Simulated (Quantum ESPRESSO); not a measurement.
# Si2Ni (I4/mmm) in Quantum ESPRESSO: single point with PBEsol

Aim: the single point of Si2Ni with PBEsol.

All numbers are computed with Quantum ESPRESSO 7.5; they aren't measurements. Logs are shortened: lines on timing, memory, paths and dates and some standing lists are left out, and cuts for length are marked.

### Step 1. Starting point

Symmetry: I4/mmm, No. 139, tetragonal system. Conventional cell: a = 3.815 Å, b = 3.815 Å, c = 5.288 Å, α = 90.00°, β = 90.00°, γ = 90.00°. Ni (site symmetry 4/mmm) has 8 Si at 2.32 Å as nearest neighbours. Around Si (site symmetry -4m2) lie 4 Ni at 2.32 Å and 2 Si at 2.64 Å.

The cell was built by a generator and needn't be a form met in nature.

### Step 2. Single point, PBEsol

Input file pw.in:

```
&CONTROL
  calculation = 'scf'
  prefix = 'pwscf'
  outdir = './tmp'
  pseudo_dir = './pseudo'
  tprnfor = .true.
  tstress = .true.
  disk_io = 'nowf'
/
&SYSTEM
  ibrav = 0
  nat = 3
  ntyp = 2
  ecutwfc = 98
  nbnd = 20
  occupations = 'smearing'
  smearing = 'mp'
  degauss = 0.00734986
/
&ELECTRONS
  conv_thr = 6d-10
  electron_maxstep = 120
  mixing_beta = 0.5
/
ATOMIC_SPECIES
Ni    58.6934 Ni.upf
Si    28.0850 Si.upf
CELL_PARAMETERS angstrom
   0.0000000000    2.6973777600    2.6438583600
   2.6973777600    0.0000000000    2.6438583600
   2.6973777600    2.6973777600    0.0000000000
ATOMIC_POSITIONS crystal
Ni     0.0000000000    0.0000000000    0.0000000000
Si     0.2500000000    0.2500000000    0.2500000000
Si     0.7500000000    0.7500000000    0.7500000000
K_POINTS automatic
16 16 16 0 0 0
```

Potentials or basis: PseudoDojo 0.4.1 SR PBEsol standard.

Run with:

```console
OMP_NUM_THREADS=1 pw.x -in pw.in > pw.out
```

pw.out:

```text
This program is part of the open-source Quantum ESPRESSO suite
     for quantum simulation of materials; please cite
[... 9 lines left out ...]
     --------------------
     sticks:   dense  smooth     PW     G-vecs:    dense   smooth      PW
     Sum        1385    1385    409                34011    34011    5417

     Using Slab Decomposition

     bravais-lattice index     =            0
     lattice parameter (alat)  =       7.1375  a.u.
     unit-cell volume          =     259.6261 (a.u.)^3
     number of atoms/cell      =            3
     number of atomic types    =            2
     number of electrons       =        26.00
     number of Kohn-Sham states=           20
     kinetic-energy cutoff     =      98.0000  Ry
     charge density cutoff     =     392.0000  Ry
     scf convergence threshold =      6.0E-10
     mixing beta               =       0.5000
     number of iterations used =            8  plain     mixing
     Exchange-correlation= PBESOL
                           (   1   4  10   8   0   0   0)

     celldm(1)=   7.137522  celldm(2)=   0.000000  celldm(3)=   0.000000
     celldm(4)=   0.000000  celldm(5)=   0.000000  celldm(6)=   0.000000

     crystal axes: (cart. coord. in units of alat)
               a(1) = (   0.000000   0.714156   0.699986 )
               a(2) = (   0.714156   0.000000   0.699986 )
               a(3) = (   0.714156   0.714156   0.000000 )

     reciprocal axes: (cart. coord. in units 2 pi/alat)
               b(1) = ( -0.700127  0.700127  0.714300 )
               b(2) = (  0.700127 -0.700127  0.714300 )
               b(3) = (  0.700127  0.700127 -0.714300 )

     PseudoPot. # 1 for Ni read from file:
     Ni.upf
     Pseudo is Norm-conserving + core correction, Zval = 18.0
     Generated using ONCVPSP code by D. R. Hamann
     Using radial grid of 1356 points,  6 beta functions with:
                l(1) =   0
                l(2) =   0
                l(3) =   1
                l(4) =   1
                l(5) =   2
                l(6) =   2

     PseudoPot. # 2 for Si read from file:
     Si.upf
     Pseudo is Norm-conserving + core correction, Zval =  4.0
     Generated using ONCVPSP code by D. R. Hamann
     Using radial grid of 1510 points,  6 beta functions with:
                l(1) =   0
                l(2) =   0
                l(3) =   1
                l(4) =   1
                l(5) =   2
                l(6) =   2

     atomic species   valence    mass     pseudopotential
     Ni               18.00    58.69340     Ni( 1.00)
     Si                4.00    28.08500     Si( 1.00)

     16 Sym. Ops., with inversion, found

   Cartesian axes

     site n.     atom                  positions (alat units)
         1        Ni     tau(   1) = (   0.0000000   0.0000000   0.0000000  )
         2        Si     tau(   2) = (   0.3570781   0.3570781   0.3499932  )
         3        Si     tau(   3) = (   1.0712343   1.0712343   1.0499796  )

     number of k points=   349  Methfessel-Paxton smearing, width (Ry)=  0.0073

     Number of k-points >= 100: set verbosity='high' to print them.

     Dense  grid:    34011 G-vectors     FFT dimensions: (  45,  45,  45)

     Initial potential from superposition of free atoms

     starting charge      25.9986, renormalised to      26.0000
     Starting wfcs are   18 randomized atomic wfcs +    2 random wfcs

     Self-consistent Calculation

     iteration #  1     ecut=    98.00 Ry     beta= 0.50
     Davidson diagonalization with overlap
     ethr =  1.00E-02,  avg # of iterations =  5.2

     total energy              =    -352.20211046 Ry
     estimated scf accuracy    <       0.29388256 Ry

     iteration #  2     ecut=    98.00 Ry     beta= 0.50
     Davidson diagonalization with overlap
     ethr =  1.13E-03,  avg # of iterations =  2.3

     total energy              =    -352.11372093 Ry
     estimated scf accuracy    <       1.71545342 Ry

     iteration #  3     ecut=    98.00 Ry     beta= 0.50
     Davidson diagonalization with overlap
     ethr =  1.13E-03,  avg # of iterations =  2.1

     total energy              =    -352.32404706 Ry
     estimated scf accuracy    <       0.01919388 Ry

     iteration #  4     ecut=    98.00 Ry     beta= 0.50
     Davidson diagonalization with overlap
     ethr =  7.38E-05,  avg # of iterations =  2.9

     total energy              =    -352.32711985 Ry
     estimated scf accuracy    <       0.00035248 Ry

     iteration #  5     ecut=    98.00 Ry     beta= 0.50
     Davidson diagonalization with overlap
     ethr =  1.36E-06,  avg # of iterations =  5.3

     total energy              =    -352.32708681 Ry
     estimated scf accuracy    <       0.00021826 Ry

     iteration #  6     ecut=    98.00 Ry     beta= 0.50
     Davidson diagonalization with overlap
     ethr =  8.39E-07,  avg # of iterations =  2.0

     total energy              =    -352.32712425 Ry
     estimated scf accuracy    <       0.00038466 Ry

     iteration #  7     ecut=    98.00 Ry     beta= 0.50
     Davidson diagonalization with overlap
     ethr =  8.39E-07,  avg # of iterations =  1.0

     total energy              =    -352.32712848 Ry
     estimated scf accuracy    <       0.00004290 Ry

     iteration #  8     ecut=    98.00 Ry     beta= 0.50
     Davidson diagonalization with overlap
     ethr =  1.65E-07,  avg # of iterations =  2.0

     total energy              =    -352.32713488 Ry
     estimated scf accuracy    <       0.00000043 Ry

     iteration #  9     ecut=    98.00 Ry     beta= 0.50
     Davidson diagonalization with overlap
     ethr =  1.66E-09,  avg # of iterations =  2.6

     total energy              =    -352.32713500 Ry
     estimated scf accuracy    <       0.00000003 Ry

     iteration # 10     ecut=    98.00 Ry     beta= 0.50
     Davidson diagonalization with overlap
     ethr =  1.33E-10,  avg # of iterations =  1.8

     total energy              =    -352.32713500 Ry
     estimated scf accuracy    <          9.1E-09 Ry

     iteration # 11     ecut=    98.00 Ry     beta= 0.50
     Davidson diagonalization with overlap
     ethr =  3.52E-11,  avg # of iterations =  2.0

     End of self-consistent calculation

     Number of k-points >= 100: set verbosity='high' to print the bands.

     the Fermi energy is    13.7822 ev

!    total energy              =    -352.32713501 Ry
     estimated scf accuracy    <          5.3E-11 Ry
     smearing contrib. (-TS)   =       0.00001066 Ry
     internal energy E=F+TS    =    -352.32714566 Ry

     The total energy is F=E-TS. E is the sum of the following terms:
     one-electron contribution =    -258.44470612 Ry
     hartree contribution      =     142.45931245 Ry
     xc contribution           =     -48.90625343 Ry
     ewald contribution        =    -187.43549856 Ry

     convergence has been achieved in  11 iterations

     Forces acting on atoms (cartesian axes, Ry/au):

     atom    1 type  1   force =     0.00000000    0.00000000    0.00000000
     atom    2 type  2   force =     0.00000000    0.00000000   -0.00000000
     atom    3 type  2   force =     0.00000000    0.00000000    0.00000000

     Total force =     0.000000     Total SCF correction =     0.000000

     Computing stress (Cartesian axis) and pressure

          total   stress  (Ry/bohr**3)                   (kbar)     P=       28.20
   0.00016920  -0.00000000   0.00000000           24.89       -0.00        0.00
   0.00000000   0.00016920   0.00000000            0.00       24.89        0.00
   0.00000000   0.00000000   0.00023660            0.00        0.00       34.81

=------------------------------------------------------------------------------=
   JOB DONE.
=------------------------------------------------------------------------------=
```

Wall time 9.2 min (1 thread of Arm Neoverse V1, shared host); peak memory 0.51 GiB.

Results:

```yaml
Free_energy: -4793.6549 eV
Pressure: 2.8 GPa
Band_gap_on_the_k_mesh: none (metal or under the smearing width)
```
